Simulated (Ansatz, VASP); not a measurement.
**Si in VASP and in Ansatz**

```
Si
1.0
     0.00000    2.71356    2.71356
     2.71356    0.00000    2.71356
     2.71356    2.71356    0.00000
Si
2
Direct
  0.75000 0.75000 0.75000
  0.50000 0.50000 0.50000
```

Alike in both runs: functional PBE; k mesh 10 × 10 × 10; no spin polarisation.

Ansatz relaxed the structure, and its values are those at the end. VASP's run is a single point on that final structure, the one shown.

|  | VASP | Ansatz |
| --- | --- | --- |
| version | VASP 6.6.1 | Ansatz 0.2.0 |
| potentials or method | VASP PAW PBE potentials, release 64 (Si) | scalar-relativistic, plane waves, PAW |
| plane-wave cutoff (eV) | 520 | 420 |
| occupations | gaussian, width 0.01 eV | fixed |
| valence electrons in the cell | 8 | 8 |

```csv
,VASP,Ansatz,Ansatz less VASP
gap on the k mesh at the Fermi level (eV),0.58,0.58,-0.003
least direct gap on the mesh (eV),2.57,2.56,-0.005
pressure (GPa),2.1,2.2,+0.08
```

Ansatz warned: «stress_scf_threshold_loose».

A k mesh can miss the band edges.
